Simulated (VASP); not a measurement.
Runs of VASP 6.6.1 on InP. The structure is cubic, space group F-43m (No. 216). Conventional cell: a = 5.879 Å, b = 5.879 Å, c = 5.879 Å, α = 90.00°, β = 90.00°, γ = 90.00°. In (site symmetry -43m) has 4 P at 2.55 Å as nearest neighbours. Around P (site symmetry -43m) lie 4 In at 2.55 Å. 

```csv
task,cell,gap on the mesh (eV),pressure (GPa)
relaxation of the atoms,atoms relaxed from: a relaxed cell with its volume scaled by 0.94,0.90,4.8
relaxation of the atoms,atoms relaxed,0.57,0.0
relaxation of cell and atoms,relaxed,0.57,0.0
relaxation of the atoms,atoms relaxed from: a relaxed cell with its volume scaled by 1.06,0.25,-3.4
relaxation of the atoms,atoms relaxed from: a relaxed cell with its volume scaled by 1.04,(a),-2.4
```

Alike in all rows: level PBEsol; potentials or basis VASP PAW PBE potentials, release 64 (In_d, P); no spin polarisation; k mesh 8 × 8 × 8; cutoff (eV) 600; smearing gaussian 0.03 eV.

Q: Estimate the missing entries.

A: (a) 0.36.

Caveats: the PAW data sets were made with another functional, which shifts forces and pressure a little; spin-orbit coupling is left out, which moves the levels of the heavy elements; the relaxation stopped at its first step, so nothing moved (some runs).

A k mesh can miss the band edges, and the runs leave out spin-orbit coupling on In.
